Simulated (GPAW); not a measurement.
Crystal: AgBr.

```
Ag Br
1.0
     0.00000    2.87015    2.87015
     2.87015    0.00000    2.87015
     2.87015    2.87015    0.00000
Ag Br
1 1
Direct
  0.00000 0.00000 0.00000
  0.50000 0.50000 0.50000
```

Base run:

```yaml
Program: GPAW 26.7.0
Functional: revPBE
Potentials_or_basis: the program's PAW data sets (release 1.2.1) made for this functional
Cutoff: 600 eV
Basis: pw
k_mesh: 8 × 8 × 8
Occupations: fermi-dirac, width 0.05 eV
Spin: no spin polarisation
```

Its results: band gap on the k mesh 0.78 eV, indirect (least direct gap 2.74 eV); pressure 4.5 GPa.

The run is repeated on the same cell with these changes: functional from revPBE to LDA. What comes out?

Band gap on the k mesh 0.37 eV, indirect (least direct gap 2.32 eV); pressure -4.0 GPa.

LDA binds more tightly than revPBE, so the same cell stands under less pressure.
